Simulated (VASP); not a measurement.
Runs of VASP 6.6.1 on AlNi. It takes space group Pm-3m (No. 221, cubic). Conventional cell: a = 2.881 Å, b = 2.881 Å, c = 2.881 Å, α = 90.00°, β = 90.00°, γ = 90.00°. Around Ni (site symmetry m-3m) lie 8 Al at 2.50 Å. Around Al (site symmetry m-3m) lie 8 Ni at 2.50 Å. 

| task | level | potentials or basis | cell | k mesh | cutoff (eV) | smearing | ladder | gap on the mesh (eV) | pressure (GPa) | moment (μB) | V0 of scaled cells (Å³/atom) | relaxed volume (Å³/atom) | B0 (GPa) |
| --- | --- | --- | --- | --- | --- | --- | --- | --- | --- | --- | --- | --- | --- |
| equation of state | PBE | VASP PAW PBE potentials, release 64 (Ni, Al) | as given | 9 × 9 × 9 | 520 | fermi-dirac 0.05 eV | - | - | - | - | 12.10 | - | (c) |
| single point | LDA | VASP PAW LDA potentials, release 64 (Ni_pv, Al) | as given | 9 × 9 × 9 | 520 | gaussian 0.1 eV | - | none | -9.4 | 0.00 | - | - | - |
| single point | PBEsol | VASP PAW PBE potentials, release 64 (Ni, Al) | as given | 9 × 9 × 9 | 520 | fermi-dirac 0.05 eV | free | none | -3.2 | 0.00 | - | - | - |
| relaxation of cell and atoms | PBE+D3(BJ) | VASP PAW PBE potentials, release 64 (Ni, Al) | relaxed | 8 × 8 × 8 | 600 | fermi-dirac 0.05 eV | gaps | none | 0.0 | 0.00 | - | (b) | - |
| relaxation of cell and atoms | PBEsol | VASP PAW PBE potentials, release 64 (Ni, Al) | relaxed | 8 × 8 × 8 | 600 | fermi-dirac 0.05 eV | gaps | none | 0.0 | 0.00 | - | 11.74 | - |
| single point | PBE | VASP PAW PBE potentials, release 54 (Ni, Al) | as given | 9 × 9 × 9 | 520 | gaussian 0.1 eV | - | none | 2.0 | 0.00 | - | - | - |
| equation of state | PBEsol | VASP PAW PBE potentials, release 64 (Ni, Al) | as given | 9 × 9 × 9 | 520 | fermi-dirac 0.05 eV | free | - | - | - | 11.73 | - | 173 |
| single point | PBE | VASP PAW PBE potentials, release 64 (Ni, Al) | as given | 9 × 9 × 9 | 520 | fermi-dirac 0.05 eV | - | none | 1.9 | 0.00 | - | - | - |
| relaxation of cell and atoms | LDA | VASP PAW LDA potentials, release 64 (Ni, Al) | relaxed | 8 × 8 × 8 | 600 | fermi-dirac 0.05 eV | gaps | none | 0.0 | 0.00 | - | (a) | - |

Alike in all rows: spin collinear, ferromagnetic start.

Question: Fill in the values left out.

Answer: (a) 11.39; (b) 11.67; (c) 159.

Caveats: the PAW data sets were made with another functional, which shifts forces and pressure a little (some runs); pairwise dispersion overbinds metals, which lowers pressure and volume (some runs).

A k mesh can miss the band edges.

A gap of «none» marks a metal or a gap under the smearing width.

Not every run made on this cell is shown here.
